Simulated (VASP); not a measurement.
Wanted: the native input for a VASP 6.6.1 run.

* Task: band structure
* Functional: PBE
* Potentials or basis: VASP PAW PBE potentials, release 64 (Ga_d, As)
* Cutoff: 520 eV
* k mesh: 10 × 10 × 10
* Occupations: gaussian, width 0.03 eV
* Spin: no spin polarisation
* Further INCAR settings: ALGO = Fast; EDIFF = 1e-06; NBANDS = 16

The structure of GaAs lies in POSCAR:

```
GaAs                                    
1.0
    0.0000000000      2.8751155360      2.8751155360
    2.8751155360      0.0000000000      2.8751155360
    2.8751155360      2.8751155360      0.0000000000
  Ga              As            
     1     1
Direct
     0.0000000000000000    0.0000000000000000    0.0000000000000000
     0.2500000000000000    0.2500000000000000    0.2500000000000000
```

The input as run:

INCAR

```
  ALGO = Fast
  EDIFF = 1E-6
  ENCUT = 520
  GGA = PE
  ICORELEVEL = 1
  ISIF = 2
  ISMEAR = 0
  LASPH = T
  LCHARG = F
  LREAL = F
  LWAVE = F
  NBANDS = 16
  NELM = 80
  PREC = Accurate
  SIGMA = 0.03
```

KPOINTS

```
k-points
0
Gamma
  10 10 10
```

KPOINTS_OPT

```
explicit points
159
Reciprocal
 0.0000000000  0.0000000000  0.0000000000 1
 0.0357142857  0.0000000000  0.0357142857 1
 0.0714285714  0.0000000000  0.0714285714 1
 0.1071428571  0.0000000000  0.1071428571 1
 0.1428571429  0.0000000000  0.1428571429 1
 0.1785714286  0.0000000000  0.1785714286 1
[... 151 lines left out ...]
 0.4250000000  0.0000000000  0.4250000000 1
 0.4500000000  0.0000000000  0.4500000000 1
```

Potentials or basis: VASP PAW PBE potentials, release 64 (Ga_d, As).

Run with:

```console
$ cat potpaw_PBE.64/Ga_d/POTCAR potpaw_PBE.64/As/POTCAR > POTCAR
$ mpirun -np 1 vasp_std > vasp.out
```

Results of the run:

| Item | Value |
| --- | --- |
| Pressure | 0.0 GPa |
| Band gap on the k mesh | 0.14 eV, direct |
| Band gap along the path | 0.14 eV, direct |

It took 90 s on 1 thread of Intel(R) Xeon(R) Platinum 8488C (Sapphire Rapids), with other jobs on the host, peak memory 0.2 GiB.
